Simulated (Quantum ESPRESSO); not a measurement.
## MoS2 under changes of volume

One of the cells (17.728 Å³/atom); the others are scaled copies at fixed shape and fractional positions:

```
CELL_PARAMETERS angstrom
1.58000 0.91221 6.15000
-1.58000 0.91221 6.15000
0.00000 -1.82443 6.15000
ATOMIC_POSITIONS crystal
Mo 0.00000 0.00000 0.00000
S 0.41700 0.41700 0.41700
S 0.25000 0.25000 0.25000
```

Measurements of this composition are mostly on another form, of space group No. 194.

| Property | Result |
| --- | --- |
| Program | Quantum ESPRESSO 7.5 |
| Functional | LDA |
| Potentials or basis | GBRV 1.5 LDA |
| Cutoff | 612 eV |
| Density cutoff | 4898 eV |
| k mesh | 10 × 10 × 10 |
| Occupations | fermi-dirac, width 0.05 eV |
| Spin | no spin polarisation |

```csv
volume (Å³/atom),energy over the lowest point (meV/atom),pressure (GPa),gap on the mesh (eV)
16.664,?,?,?
17.019,5.61,4.2,0.84
17.373,0.00,0.6,0.86
17.728,1.90,-2.6,0.88
18.083,10.53,-5.5,0.90
18.437,25.20,-8.0,0.91
18.792,45.26,-10.4,0.92
```

Task: What does the run at 16.664 Å³/atom give?

Result: Energy over the lowest point 19.58 meV/atom; pressure 8.2 GPa; gap on the mesh 0.82 eV.

Worked out: A Birch-Murnaghan fit of order 3 (a polynomial in V^(-2/3)) to the other rows has its minimum at 17.46 Å³/atom with B0 = V·E''(V) = 163 GPa and B' = 4.5 at fixed shape and positions, which overstates the stiffness. It gives 19.66 meV/atom at 16.664 Å³/atom, against the run's 19.58, and -dE/dV = 8.4 GPa, against 8.2. A straight line through the other rows of the gap, of slope 0.823 eV per unit of ln V, extrapolates to 0.83 eV, against the run's 0.82.

Energies are extrapolated to zero smearing.

A mesh can miss the band edges. Spin-orbit coupling on Mo is left out.
